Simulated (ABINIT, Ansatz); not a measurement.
The equilibrium volume of MoS2, sorted by core time

```cif
data_structure
_symmetry_space_group_name_H-M 'P6_3/mmc'
_symmetry_Int_Tables_number 194
_cell_length_a 3.1690
_cell_length_b 3.1690
_cell_length_c 12.3240
_cell_angle_alpha 90.000
_cell_angle_beta 90.000
_cell_angle_gamma 120.000
_cell_volume 107.18
loop_
_atom_site_label
_atom_site_type_symbol
_atom_site_symmetry_multiplicity
_atom_site_Wyckoff_symbol
_atom_site_fract_x
_atom_site_fract_y
_atom_site_fract_z
_atom_site_occupancy
Mo1 Mo 2 c 0.66667 0.33333 0.75000 1
S1 S 4 f 0.66667 0.33333 0.37700 1
```

| rung | level | program and potentials | cutoff (eV) | k mesh | core time | chip | equilibrium volume (Å³/atom) | notes |
| --- | --- | --- | --- | --- | --- | --- | --- | --- |
| LDA | SVWN5 | Ansatz, Ansatz PAW | 420 | 10 × 10 × 3 | 26 s | Arm Neoverse V1 | 16.98 | potentials made for PBE, which Ansatz adapts in part |
| GGA | PBEsol | Ansatz, Ansatz PAW | 420 | 10 × 10 × 3 | 31 s | Arm Neoverse V2 | 17.91 | potentials made for PBE, which Ansatz adapts in part |
| GGA + dispersion | PBEsol+D3(BJ)+ATM | Ansatz, Ansatz PAW | 420 | 10 × 10 × 3 | 32 s | Arm Neoverse V2 | 16.51 | potentials made for PBE, which Ansatz adapts in part |
| LDA | LDA | Ansatz, Ansatz PAW | 420 | 10 × 10 × 3 | 34 s | Arm Neoverse V2 | 16.99 | potentials made for PBE, which Ansatz adapts in part |
| GGA + dispersion | PBEsol+D3(BJ) | Ansatz, Ansatz PAW | 420 | 10 × 10 × 3 | 36 s | Arm Neoverse V2 | 16.33 | potentials made for PBE, which Ansatz adapts in part |
| GGA + dispersion | PBEsol+D4 | Ansatz, Ansatz PAW | 420 | 10 × 10 × 3 | 39 s | Arm Neoverse V2 | 16.78 | potentials made for PBE, which Ansatz adapts in part |
| GGA + dispersion | PBE+D4 | Ansatz, Ansatz PAW | 420 | 10 × 10 × 3 | 68 s | Intel Xeon Skylake/Cascade Lake | 17.46 | - |
| GGA + dispersion | PBE+D3(BJ) | Ansatz, Ansatz PAW | 420 | 10 × 10 × 3 | 69 s | Intel Xeon Skylake/Cascade Lake | 17.31 | - |
| GGA + dispersion | revPBE+D4 | Ansatz, Ansatz PAW | 420 | 10 × 10 × 3 | 72 s | Intel Xeon Skylake/Cascade Lake | 16.78 | potentials made for PBE, which Ansatz adapts in part |
| GGA + dispersion | BLYP+D3(BJ) | Ansatz, Ansatz PAW | 420 | 10 × 10 × 3 | 73 s | Intel Xeon Skylake/Cascade Lake | 17.27 | potentials made for PBE, which Ansatz adapts in part |
| GGA + dispersion | revPBE+D3(BJ) | Ansatz, Ansatz PAW | 420 | 10 × 10 × 3 | 76 s | Intel Xeon Skylake/Cascade Lake | 16.55 | potentials made for PBE, which Ansatz adapts in part |
| GGA + dispersion | RPBE+D4 | Ansatz, Ansatz PAW | 420 | 10 × 10 × 3 | 77 s | Intel Xeon Skylake/Cascade Lake | 16.70 | potentials made for PBE, which Ansatz adapts in part |
| GGA + dispersion | BLYP+D4 | Ansatz, Ansatz PAW | 420 | 10 × 10 × 3 | 78 s | Intel Xeon Skylake/Cascade Lake | 17.67 | potentials made for PBE, which Ansatz adapts in part |
| meta-GGA | r2SCAN | Ansatz, Ansatz PAW | 500 | 10 × 10 × 3 | 2.1 min | Arm Neoverse V2 | 18.99 | potentials made for PBE, which Ansatz adapts in part |
| LDA | LDA | ABINIT, JTH PAW LDA v2.0 | 544 | 8 × 8 × 3 | 30 min | AMD EPYC 7571 | 17.00 | - |

Times are single runs on shared hosts and different chips, so they are rough; meshes, cutoffs and the tasks' sizes weigh on the time. Task: relaxation of cell and atoms. All rows: no spin polarisation. Meshes differ between rows, which moves values too. Meshes are those of the run's cell of 6 atoms unless a note names another. Relaxations start from the cell shown or near it and stop with a little pressure left. Runs on faulty files, with rough fits or with known faults for this quantity aren't shown. No row holds spin-orbit coupling.

By rung: LDA 16.98 to 17.00; GGA 17.91; GGA + dispersion 16.33 to 17.67; meta-GGA 18.99 (Å³/atom).
